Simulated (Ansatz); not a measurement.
## Compressing ZnSe: a fit and a missing row

ZnSe, F-43m, a = 5.633 Å. Ansatz: PBEsol, PAW, 420 eV, Γ-centred 8×8×8 mesh on 2 atoms, Gaussian smearing 0.02 eV; no spin polarisation. Symmetry fixes shape and atoms, so the cell is only scaled; pressure is positive in compression.

```
V (Å³/atom) P (GPa)
     21.004        ?
     21.674     2.14
     22.345     0.01
     23.015    -1.79
     23.685    -3.32
```

Q: Take V0 = 22.345 Å³/atom, count pressures from its P0 = 0.01 GPa, fit the third-order Birch–Murnaghan form to the other rows, and predict the missing pressure.

A: With the Eulerian strain f = ½[(V0/V)^(2/3) − 1] and y = (P − P0)/[3f(1 + 2f)^(5/2)], the form is the line y = B0 + 1.5 B0 (B0′ − 4) f. Rows (f, y): 0.01027, 65.7; -0.00975, 64.6; -0.01904, 64.2. Means f = -0.006173, y = 64.833; Σ(Δf)² = 0.0004487, ΣΔfΔy = 0.02323; the slope is their ratio. y = 65.15 + 51.78 f GPa, so B0 = 65.2 GPa and B0′ = 4 + 2 × (51.78)/(3 × 65.15) = 4.53. At V = 21.004, f = 0.02106, y = 66.24 and P = 4.65 GPa. The run gave 4.65 GPa, the same to the digits shown. The form still works here, 33 % of the fitted range beyond its end.